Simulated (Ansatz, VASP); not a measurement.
# H3Os: VASP beside Ansatz

```
CELL_PARAMETERS angstrom
2.85436 0.00000 0.00000
0.00000 2.85436 0.00000
0.00000 0.00000 2.85436
ATOMIC_POSITIONS crystal
H 0.00000 0.50000 0.50000
H 0.50000 0.00000 0.50000
H 0.50000 0.50000 0.00000
Os 0.00000 0.00000 0.00000
```

Alike in both runs: functional PBE; k mesh 16 × 16 × 16; occupations gaussian, width 0.1 eV; no spin polarisation.

Ansatz relaxed the structure, and its values are those at the end. VASP's run is a single point on that final structure, the one shown.

```csv
,VASP,Ansatz
version,VASP 6.6.1,Ansatz 0.2.0
potentials or method,"VASP PAW PBE potentials, release 64 (H, Os)","scalar-relativistic, plane waves, PAW"
plane-wave cutoff (eV),520,420
valence electrons in the cell,11,19
```

|  | VASP | Ansatz | Ansatz less VASP |
| --- | --- | --- | --- |
| gap on the k mesh at the Fermi level (eV) | none | none | - |
| pressure (GPa) | 0.5 | 0.0 | -0.47 |

A gap of «none» marks a metal or a gap that the smearing closes. The two sets of potentials don't hold the same shells in valence.

Spin-orbit coupling is left out, which matters for the levels of Os.
